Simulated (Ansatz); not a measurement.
# Bi2Se3 under strain

Method: DFT PBE, scalar-relativistic, plane waves, PAW in Ansatz 0.2.0. (420 eV cutoff, 6×6×6 k-mesh, Gaussian smearing of 0.02 eV, no spin polarisation)

Reference structure (relaxed):

```
CELL_PARAMETERS angstrom
2.09458 1.20931 10.50463
-2.09458 1.20931 10.50463
0.00000 -2.41862 10.50463
ATOMIC_POSITIONS crystal
Bi 0.39525 0.39525 0.39525
Bi 0.60475 0.60475 0.60475
Se 0.00000 0.00000 0.00000
Se 0.22185 0.22185 0.22185
Se 0.77815 0.77815 0.77815
```

Deformation: biaxial strain in the a-b plane, with the length and tilt of c and the atoms relaxed, all within the symmetry that the strain leaves. Energies are extrapolated to zero smearing. Stress is positive in compression, on the Cartesian axes of the cell above. Gaps are Kohn–Sham gaps over the whole zone.

Spin-orbit coupling is left out, which matters for the bands and energies of heavy elements.

| strain (%) | ΔE (meV/atom) | a (Å) | b (Å) | c (Å) | σxx (GPa) | σyy (GPa) | σzz (GPa) | σyz (GPa) | σxz (GPa) | σxy (GPa) | gap (eV) |
| --- | --- | --- | --- | --- | --- | --- | --- | --- | --- | --- | --- |
| -6.0 | 27.7 | 10.133 | 10.133 | 10.333 | 4.46 | 0.01 | 0.99 | 0.10 | 0.00 | 0.00 | 0.27 |
| -4.0 | ? | 10.348 | 10.348 | ? | ? | ? | ? | ? | ? | ? | ? |
| -2.0 | ? | 10.564 | 10.564 | ? | ? | ? | ? | ? | ? | ? | ? |
| +0.0 | 0.0 | 10.779 | 10.779 | 10.779 | -0.03 | -0.03 | 0.00 | 0.00 | 0.00 | 0.00 | 0.70 |
| +2.0 | 2.6 | 10.995 | 10.995 | 10.852 | -1.15 | 0.00 | -0.08 | -0.01 | 0.00 | 0.00 | 0.67 |
| +4.0 | 9.3 | 11.211 | 11.211 | 10.501 | -2.16 | 0.00 | 0.00 | 0.01 | 0.00 | 0.00 | 0.56 |

(1) Fill in the row at -4.0 %.

(2) Fill in the row at -2.0 %.

Answers

(1) ΔE 11.2 meV/atom; c 10.481 Å; σxx 2.72 GPa; σyy 0.01 GPa; σzz 0.44 GPa; σyz 0.04 GPa; σxz 0.00 GPa; σxy 0.00 GPa; gap 0.48 eV.

(2) ΔE 2.5 meV/atom; c 10.633 Å; σxx 1.24 GPa; σyy 0.00 GPa; σzz 0.13 GPa; σyz 0.02 GPa; σxz 0.00 GPa; σxy 0.00 GPa; gap 0.64 eV.

Cost: 6 runs of about 13 core-minutes in all, on Intel Xeon 6975P-C (Granite Rapids) (shared hosts).